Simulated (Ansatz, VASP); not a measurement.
# Two plane-wave programs on Si

```
Si
1.0
     3.85120    0.00000    0.00000
    -1.92560    3.33524    0.00000
     0.00000    0.00000    6.32253
Si
4
Direct
  0.33333 0.66667 0.99957
  0.66667 0.33333 0.49957
  0.33333 0.66667 0.37443
  0.66667 0.33333 0.87443
```

Change from the starting cell: strained cell.

Alike in both runs: functional r2SCAN; k mesh 9 × 9 × 4; occupations gaussian, width 0.02 eV; no spin polarisation.

Ansatz relaxed the structure, and its values are those at the end. VASP's run is a single point on that final structure, the one shown.

```csv
,VASP,Ansatz
version,VASP 6.6.1,Ansatz 0.2.0
potentials or method,"VASP PAW PBE potentials, release 64 (Si)","scalar-relativistic, plane waves, PAW"
plane-wave cutoff (eV),520,500
valence electrons in the cell,16,16
```

```tsv
	VASP	Ansatz	Ansatz less VASP
gap on the k mesh at the Fermi level (eV)	0.65	0.64	-0.013
least direct gap on the mesh (eV)	1.27	1.26	-0.012
pressure (GPa)	-0.9	-0.7	+0.22
```

Ansatz warned: «stress_scf_threshold_loose».

Caveats: the PAW data sets were made with another functional, which shifts forces and pressure a little (VASP); an odd mesh through Γ misses points on the zone boundary, where band edges often lie.
